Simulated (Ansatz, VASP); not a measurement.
**W: VASP beside Ansatz**

```
W
1.0
     0.00000    1.99955    1.99955
     1.99955    0.00000    1.99955
     1.99955    1.99955    0.00000
W
1
Direct
  0.00000 0.00000 0.00000
```

Change from the starting cell: strain -0.015 along x and y, -0.015 along z, atoms carried along.

Alike in both runs: task single point; functional r2SCAN; k mesh 20 × 20 × 20; occupations gaussian, width 0.15 eV; no spin polarisation.

|  | VASP | Ansatz |
| --- | --- | --- |
| version | VASP 6.6.1 | Ansatz 0.2.0 |
| potentials or method | VASP PAW PBE potentials, release 64 (W_sv) | scalar-relativistic, plane waves, PAW |
| plane-wave cutoff (eV) | 520 | 500 |
| valence electrons in the cell | 14 | 14 |

```tsv
	VASP	Ansatz	Ansatz less VASP
gap on the k mesh at the Fermi level (eV)	none	none	-
pressure (GPa)	5.4	4.1	-1.27
```

A gap of «none» marks a metal or a gap that the smearing closes.

Caveats: the PAW data sets were made with another functional, which shifts forces and pressure a little (VASP). The runs have no spin-orbit coupling, so splittings on W are missing.
